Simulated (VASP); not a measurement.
# LaH3 (Fm-3m) in VASP: further runs, part 2 of 2

VASP 6.6.1. The steps go on from the part before.

## Step 4: Single point, LDA

INCAR

```
PREC = Accurate
ENCUT = 450
EDIFF = 1E-6
ISMEAR = 0
SIGMA = 0.05
LREAL = F
LASPH = T
NELM = 100
ALGO = Normal
ISIF = 2
LWAVE = F
LCHARG = F
GGA = CA
NBANDS = 15
ADDGRID = F
```

KPOINTS

```
regular mesh
0
Gamma
  3 3 3
```

POSCAR

```
LaH3
1.0
    0.0000000000      2.7864794500      2.7864794500
    2.7864794500      0.0000000000      2.7864794500
    2.7864794500      2.7864794500      0.0000000000
La H
1 3
Direct
    0.0010720000     -0.0024160000     -0.0049440000
    0.2532360000      0.2274950000      0.2357170000
    0.7573300000      0.7385030000      0.7643790000
    0.4948670000      0.5128930000      0.4979460000
```

Potentials or basis: VASP PAW LDA potentials, release 64 (La, H).

Command:

```console
cat potpaw_LDA.64/La/POTCAR potpaw_LDA.64/H/POTCAR > POTCAR
mpirun -np 1 vasp_std > vasp.out
```

OUTCAR:

```text
PREC = Accurate
   ENCUT = 450
   EDIFF = 1E-6
   ISMEAR = 0
   LREAL = F
   LASPH = T
   NELM = 100
   ISIF = 2
   GGA = CA

 Found     14 irreducible k-points:

 Following reciprocal coordinates:
            Coordinates               Weight
  0.000000  0.000000  0.000000      1.000000
  0.333333  0.000000  0.000000      2.000000
  0.000000  0.333333  0.000000      2.000000
  0.000000  0.000000  0.333333      2.000000
  0.333333  0.333333  0.333333      2.000000
  0.333333  0.333333  0.000000      2.000000
   k-points           NKPTS =     14   k-points in BZ     NKDIM =     14   number of bands    NBANDS=     15
   number of dos      NEDOS =    301   number of ions     NIONS =      4
   total plane-waves  NPLWV =  21952
   dimension x,y,z NGX =    28 NGY =   28 NGZ =   28
   dimension x,y,z NGXF=    56 NGYF=   56 NGZF=   56
   ions per type =               1   3
   NGX,Y,Z   is equivalent  to a cutoff of  11.81, 11.81, 11.81 a.u.
   NGXF,Y,Z  is equivalent  to a cutoff of  23.62, 23.62, 23.62 a.u.
 SYSTEM =  unknown system
   PREC   = accura    normal or accurate (medium, high low for compatibility)
   ISTART =      0    job   : 0-new  1-cont  2-samecut
   ICHARG =      2    charge: 1-file 2-atom 10-const
   ISPIN  =      1    spin polarized calculation?
   LNONCOLLINEAR =      F non collinear calculations
   LSORBIT =      F    spin-orbit coupling
   LASPH  =      T    aspherical Exc in radial PAW
   ENCUT  =  450.0 eV  33.07 Ry    5.75 a.u.   6.82  6.82  6.82*2*pi/ulx,y,z
   NELM   =    100;   NELMIN=  2; NELMDL= -5     # of ELM steps
   EDIFF  = 0.1E-05   stopping-criterion for ELM
   LREAL  =      F    real-space projection
   EDIFFG = 0.1E-04   stopping-criterion for IOM
   NSW    =      0    number of steps for IOM
   IBRION =     -1    ionic relax: 0-MD 1-quasi-New 2-CG
   NFREE  =      0    steps in history (QN), initial steepest desc. (CG)
   ISIF   =      2    stress and relaxation
   ISYM   =      2    0-nonsym 1-usesym 2-fastsym
   POTIM  = 0.5000    time-step for ionic-motion
   TEBEG  =    0.0;   TEEND  =   0.0 temperature during run
   PSTRESS=    0.0 pullay stress
   NELECT =      14.0000    total number of electrons
   NUPDOWN=      -1.0000    fix difference up-down
   EMIN   =  10.00;   EMAX   =-10.00  energy-range for DOS
   EFERMI =   0.00;   METHOD = LEGACY
   ISMEAR =     0;   SIGMA  =   0.05  broadening in eV -4-tet -1-fermi 0-gaus
   EFERMI_NEDOS =   21; number of points for ismear=-14 and -15
   IALGO  =     38    algorithm
   IMIX   =      4    mixing-type and parameters
     AMIX     =   0.40;   BMIX     =  1.00
     AMIX_MAG =   1.60;   BMIX_MAG =  1.00
  volume/ion in A,a.u.               =      10.82        73.00
  Fermi-wavevector in a.u.,A,eV,Ry     =   1.123876  2.123817 17.185477  1.263097
  Thomas-Fermi vector in A             =   2.260545
   LORBIT       =      0    0 simple, 1 ext, 2 COOP (PROOUT), +10 PAW based schemes
   GGA     = CA    functional components
   LHFCALC =     F    Hartree Fock is set to
   AEXX    =    0.0000 exact exchange contribution
   IVDW    =     0    specifies the selected vdW correction
   LEPSILON=     F    determine dielectric tensor
   LRPA    =     F    only Hartree local field effects (RPA)
 non-spin polarized calculation
 Gauss-broadening in eV      SIGMA  =   0.05
  energy-cutoff  :      450.00
  volume of cell :       43.27
 maximum number of plane-waves:       955
   NGX = 13   NGY = 13   NGZ = 13

 number of electron      14.0000000 magnetization

 Free energy of the ion-electron system (eV)
  ---------------------------------------------------
  ext. energy  EPLUGINS =         0.00000000
  ---------------------------------------------------
  free energy    TOTEN  =       -18.33981202 eV

  energy without entropy =      -18.33960001  energy(sigma->0) =      -18.33970602

 E-fermi :   7.7236     XC(G=0): -10.2855

 val. band max:        7.6459903916   @ k =   0.0000   0.0000   0.0000
 cond. band min:       7.8214646948   @ k =   0.0000   0.0000   0.3333
 fundamental gap:      0.1754743032
 Fermi energy:         7.7236347024

 k-point     1 :       0.0000    0.0000    0.0000
  band No.  band energies     occupation
      1     -25.6114      2.00000
      2      -8.9138      2.00000
      3      -8.9068      2.00000
      4      -8.8901      2.00000
      5      -0.4408      2.00000
      6       4.6992      2.00000
      7       7.6460      1.97192
      8       7.8377      0.00125
      9       7.8478      0.00044
     10       8.3554      0.00000
     11       8.7637      0.00000
     12       8.7675      0.00000
     13       8.7706      0.00000
     14       9.3469      0.00000
     15       9.3649      0.00000

 k-point     2 :       0.3333    0.0000    0.0000
  band No.  band energies     occupation
      1     -25.5136      2.00000
      2      -9.8373      2.00000
      3      -9.0047      2.00000
      4      -8.9943      2.00000
      5       1.3149      2.00000
      6       3.4074      2.00000
      7       5.8093      2.00000
      8       7.8312      0.00234
      9       7.8622      0.00009
     10       8.7887      0.00000
     11       8.7934      0.00000
     12       9.2002      0.00000
     13       9.2734      0.00000
     14       9.2763      0.00000
     15       9.3745      0.00000

 k-point     3 :       0.0000    0.3333    0.0000
  band No.  band energies     occupation
      1     -25.5138      2.00000
      2      -9.8335      2.00000
      3      -9.0058      2.00000
      4      -8.9925      2.00000
      5       1.2894      2.00000
      6       3.4368      2.00000
      7       5.7846      2.00000
      8       7.8247      0.00426
      9       7.8582      0.00014
     10       8.7914      0.00000
     11       8.7957      0.00000
     12       9.2019      0.00000
     13       9.2718      0.00000
     14       9.2766      0.00000
     15       9.3748      0.00000

 k-point     4 :       0.0000    0.0000    0.3333
  band No.  band energies     occupation
      1     -25.5144      2.00000
      2      -9.8224      2.00000
      3      -9.0105      2.00000
      4      -8.9890      2.00000
      5       1.2483      2.00000
      6       3.4737      2.00000
      7       5.7346      2.00000
      8       7.8215      0.00566
      9       7.8447      0.00061
     10       8.7956      0.00000
     11       8.7968      0.00000
     12       9.2098      0.00000
     13       9.2689      0.00000
     14       9.2762      0.00000
     15       9.3755      0.00000

 k-point     5 :       0.3333    0.3333    0.3333
  band No.  band energies     occupation
      1     -25.5121      2.00000
      2      -9.8482      2.00000
      3      -9.0125      2.00000
      4      -9.0044      2.00000
      5       1.4487      2.00000
      6       3.2890      2.00000
      7       5.9371      2.00000
      8       7.8629      0.00008
      9       7.8774      0.00001
     10       8.7843      0.00000
     11       8.7857      0.00000
     12       9.1836      0.00000
     13       9.2829      0.00000
     14       9.2871      0.00000
     15       9.3580      0.00000

 k-point     6 :       0.3333    0.3333    0.0000
  band No.  band energies     occupation
      1     -25.4816      2.00000
      2      -9.7996      2.00000
      3      -9.1885      2.00000
      4      -9.1752      2.00000
      5       1.9158      2.00000
      6       2.4660      2.00000
      7       4.6152      2.00000
      8       8.6805      0.00000
      9       8.6913      0.00000
     10       9.0082      0.00000
     11       9.0968      0.00000
     12       9.0997      0.00000
     13       9.1131      0.00000
     14       9.4435      0.00000
     15      10.6010      0.00000

 [... further k-points ...]

------------------------ aborting loop because EDIFF is reached ----------------------------------------

  FORCE on cell =-STRESS in cart. coord.  units (eV):
  Direction    XX          YY          ZZ          XY          YZ          ZX
  --------------------------------------------------------------------------------------
  -------------------------------------------------------------------------------------
  Total       -0.8548842     -0.8757949     -0.9675511      0.2601759      0.1067899      0.1351970
  in kB      -31.6534001    -32.4276480    -35.8250620      9.6334126      3.9540607      5.0058762
  external PRESSURE =     -33.3020367 kB  Pullay stress =       0.0000000 kB

 VOLUME and BASIS-vectors are now :
 -----------------------------------------------------------------------------
  energy-cutoff  :      450.00
  volume of cell :       43.27
      direct lattice vectors                 reciprocal lattice vectors
     0.000000000  2.786479450  2.786479450    -0.179437892  0.179437892  0.179437892
     2.786479450  0.000000000  2.786479450     0.179437892 -0.179437892  0.179437892
     2.786479450  2.786479450  0.000000000     0.179437892  0.179437892 -0.179437892

 POSITION                                       TOTAL-FORCE (eV/Angst)
 -----------------------------------------------------------------------------------
      5.55245      2.77569      2.78273        -0.157132      0.041643     -0.119934
      1.29073      1.36246      1.33955         0.207163      0.027838      0.124348
      4.18775      4.24021      4.16811         0.015818     -0.133138      0.051916
      2.81668      2.76645      2.80810        -0.065849      0.063657     -0.056329
 -----------------------------------------------------------------------------------
    total drift:                                0.000056     -0.000031     -0.000016

  FREE ENERGIE OF THE ION-ELECTRON SYSTEM (eV)
  ---------------------------------------------------
  free  energy   TOTEN  =       -18.3398120208 eV

  energy  without entropy=      -18.3396000130  energy(sigma->0) =      -18.33970602
```

OSZICAR:

```text
N       E                     dE             d eps       ncg     rms          rms(c)
DAV:   1     0.950663300201E+02    0.95066E+02   -0.46415E+03   428   0.114E+03
DAV:   2    -0.943336516471E+01   -0.10450E+03   -0.89449E+02   475   0.183E+02
DAV:   3    -0.184950719067E+02   -0.90617E+01   -0.89606E+01   594   0.811E+01
DAV:   4    -0.191058400132E+02   -0.61077E+00   -0.60959E+00   725   0.156E+01
DAV:   5    -0.191140198681E+02   -0.81799E-02   -0.81794E-02   541   0.188E+00    0.551E+00
DAV:   6    -0.184906378186E+02    0.62338E+00   -0.10387E+00   715   0.566E+00    0.260E+00
DAV:   7    -0.183452969811E+02    0.14534E+00   -0.37745E-01   519   0.262E+00    0.718E-01
DAV:   8    -0.183397529446E+02    0.55440E-02   -0.32048E-02   707   0.166E+00    0.225E-01
DAV:   9    -0.183398840780E+02   -0.13113E-03   -0.22472E-03   724   0.383E-01    0.832E-02
DAV:  10    -0.183398164448E+02    0.67633E-04   -0.65649E-04   716   0.198E-01    0.102E-02
DAV:  11    -0.183398123945E+02    0.40503E-05   -0.20272E-05   746   0.420E-02    0.403E-03
DAV:  12    -0.183398120208E+02    0.37374E-06   -0.38133E-06   710   0.165E-02
   1 F= -.18339812E+02 E0= -.18339706E+02  d E =-.212008E-03
```

stdout:

```text
POSCAR found type information on POSCAR LaH
 POSCAR found :  2 types and       4 ions
 scaLAPACK will be used
 LDA part: xc-table for (Slater(with rela. corr.)+CA(PZ))
 , standard interpolation
 POSCAR, INCAR and KPOINTS ok, starting setup
 FFT: planning ... GRIDC
 FFT: planning ... GRID_SOFT
 FFT: planning ... GRID
 WAVECAR not read
 entering main loop
```

Run time: 9.6 s. Hardware: 1 thread of Intel Xeon Platinum 8488C (Sapphire Rapids), shared host; peak memory 0.14 GiB.

The run converged, but some of its settings lie outside the range that counts as converged, so its numbers aren't taken as properties of the crystal.

Results:

```yaml
Free_energy: -18.3398 eV
Pressure: -3.3 GPa
Largest_force: 0.243 eV/Å
Band_gap_on_the_k_mesh: 0.18 eV, indirect (least direct gap 0.19 eV)
```

Caveat: the k mesh is coarse (spacing up to 0.65 Å⁻¹), so the values aren't converged; spin-orbit coupling is left out, which moves the levels of the heavy elements; an odd mesh through Γ misses points on the zone boundary, where band edges often lie.

## Step 5: Single point, LDA

Changes to INCAR since step 4:

```diff
@@ -1,3 +1,3 @@
 PREC = Accurate
-ENCUT = 450
+ENCUT = 300
 EDIFF = 1E-6
```

KPOINTS

```
regular mesh
0
Gamma
  4 4 4
```

POSCAR

```
LaH3
1.0
    0.0000000000      2.7864794500      2.7864794500
    2.7864794500      0.0000000000      2.7864794500
    2.7864794500      2.7864794500      0.0000000000
La H
1 3
Direct
    0.0000000000      0.0000000000      0.0000000000
    0.2500000000      0.2500000000      0.2500000000
    0.7500000000      0.7500000000      0.7500000000
    0.5000000000      0.5000000000      0.5000000000
```

Command:

```console
cat potpaw_LDA.64/La/POTCAR potpaw_LDA.64/H/POTCAR > POTCAR
mpirun -np 1 vasp_std > vasp.out
```

Run time: 5.7 s. Hardware: 1 thread of Intel Xeon Platinum 8488C (Sapphire Rapids), shared host; peak memory 0.13 GiB.

These settings aren't checked as converged: the numbers below hold their error.

Results:

```
Free energy            : -18.4969 eV
Pressure               : -6.0 GPa
Band gap on the k mesh : none (metal or under the smearing width)
```

Caveat: the k mesh is coarse (spacing up to 0.49 Å⁻¹), so the values aren't converged; the cutoff is under 1.25 times the usual one of these potentials, so pressure, stress and relaxed cells hold a basis-set (Pulay) error.
